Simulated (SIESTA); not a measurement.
CdS (Hawleyite):

```
Cd S
1.0
     0.00000    2.91650    2.91650
     2.91650    0.00000    2.91650
     2.91650    2.91650    0.00000
Cd S
1 1
Direct
  0.00000 0.00000 0.00000
  0.75000 0.75000 0.75000
```

Program: SIESTA 5.4.2. Alike in all runs: no spin polarisation; cell as given; k mesh 8 × 8 × 8; smearing fermi-dirac 0.05 eV; grid cutoff 800 Ry; energy shift 0.003 Ry.

Q: Order these runs on this cell by their pressure, lowest first.
A. level LDA; potentials or basis PseudoDojo 0.4 standard (LDA files), DZP (energy shift 0.003 Ry; two zetas on semicore shells)
B. level PBE; potentials or basis PseudoDojo 0.4 standard (PBE files), DZP (energy shift 0.003 Ry; two zetas on semicore shells)
C. level PBEsol; potentials or basis PseudoDojo 0.4 standard (PBEsol files), DZP (energy shift 0.003 Ry; two zetas on semicore shells)

A: A (-2.2 GPa), C (0.0 GPa), B (3.2 GPa).

Caveats: the basis of atomic orbitals isn't converged, which shifts pressures, moduli and gaps.
